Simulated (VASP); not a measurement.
Input of a VASP 6.6.1 run:

File POSCAR:

```
Se
1.0
    4.3662000000      0.0000000000      0.0000000000
   -2.1831000000      3.7812401180      0.0000000000
    0.0000000000      0.0000000000      4.9536000000
Se
3
Direct
    0.7746000000      0.7746000000      0.0000000000
    0.0000000000      0.2254000000      0.6666666667
    0.2254000000      0.0000000000      0.3333333333
```

The input INCAR.step1:

```
SYSTEM = Se
PREC = Accurate ; ENCUT = 520
EDIFF = 1E-5 ; ISMEAR = 0
SIGMA = 0.02 ; LREAL = .FALSE.
LASPH = .TRUE. ; NELM = 80
ALGO = Normal ; ISIF = 2
LWAVE = .TRUE. ; LCHARG = .FALSE.
MAGMOM = 0 0 0 0 0 0 0 0 0 ; LORBIT = 11
LSORBIT = .TRUE. ; GGA_COMPAT = .FALSE.
GGA = PE ; KPAR = 4
```

File INCAR.step2:

```
SYSTEM = Se
PREC = Accurate ; ENCUT = 520
EDIFF = 1E-6 ; ISMEAR = 0
SIGMA = 0.02 ; LREAL = .FALSE.
LASPH = .TRUE. ; NELM = 80
ALGO = Normal ; ISIF = 2
LWAVE = .FALSE. ; LCHARG = .FALSE.
MAGMOM = 0 0 0 0 0 0 0 0 0 ; LORBIT = 11
LSORBIT = .TRUE. ; GGA_COMPAT = .FALSE.
GGA = PE ; LHFCALC = .TRUE.
HFSCREEN = 0.2 ; PRECFOCK = Fast
ISTART = 1 ; KPAR = 4
```

The input KPOINTS:

```
Automatic mesh
0
G
  6 6 4
  0 0 0
```

Potentials or basis: VASP PAW PBE potentials, release 64 (Se).

Launch:

```bash
$ cat potpaw_PBE.64/Se/POTCAR > POTCAR
$ cp INCAR.step1 INCAR
$ mpirun -np 4 vasp_ncl > vasp.out
$ cp INCAR.step2 INCAR
$ mpirun -np 4 vasp_ncl > vasp.out
```

Question: Estimate the pressure.

Answer: 0.6 GPa.

Question: What does it give for the largest force?

Answer: 0.174 eV/Å.

Forces on the atoms (eV/Å):
```
Se   0.087  0.151  0.000
Se   0.087 -0.151  0.000
Se  -0.174  0.000  0.000
```

Caveat: the PAW data sets were made with another functional, which shifts forces and pressure a little.
